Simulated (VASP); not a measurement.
Here is a VASP 6.6.1 calculation.

POSCAR

```
CaS
1.0
    0.0000000000      2.8479451031      2.8479451031
    2.8479451031      0.0000000000      2.8479451031
    2.8479451031      2.8479451031      0.0000000000
Ca S
1 1
Direct
    0.0000000000      0.0000000000      0.0000000000
    0.5000000000      0.5000000000      0.5000000000
```

The input INCAR.step1:

```
SYSTEM = CaS
  ALGO = Normal
  EDIFF = 1E-5
  ENCUT = 520
  GGA = PE
  ISIF = 2
  ISMEAR = 0
  LASPH = .TRUE.
  LCHARG = .FALSE.
  LREAL = .FALSE.
  LWAVE = .TRUE.
  NBANDS = 15
  NELM = 60
  PREC = Accurate
  SIGMA = 0.01
```

The input INCAR.step2:

```
SYSTEM = CaS
  ALGO = Normal
  EDIFF = 1E-6
  ENCUT = 520
  GGA = PE
  HFSCREEN = 0.2079
  ISIF = 2
  ISMEAR = 0
  ISTART = 1
  LASPH = .TRUE.
  LCHARG = .FALSE.
  LHFCALC = .TRUE.
  LREAL = .FALSE.
  LWAVE = .FALSE.
  NBANDS = 15
  NELM = 60
  PREC = Accurate
  PRECFOCK = Normal
  SIGMA = 0.01
```

KPOINTS

```
k-points
0
G
  4 4 4
  0 0 0
```

Potentials or basis: VASP PAW PBE potentials, release 64 (Ca_sv, S).

Run with:

```console
$ cat potpaw_PBE.64/Ca_sv/POTCAR potpaw_PBE.64/S/POTCAR > POTCAR
$ cp INCAR.step1 INCAR
$ mpirun -np 1 vasp_std > vasp.out
$ cp INCAR.step2 INCAR
$ mpirun -np 1 vasp_std > vasp.out
```

Estimate the band gap on the k mesh.

3.40 eV, indirect (least direct gap 4.31 eV).

What does it give for the pressure?

0.3 GPa.

Caveat: the k mesh is coarse (spacing up to 0.48 Å⁻¹), so the values aren't converged, least of all with exact exchange; the PAW data sets were made with another functional, which shifts forces and pressure a little. A k mesh can miss the band edges.
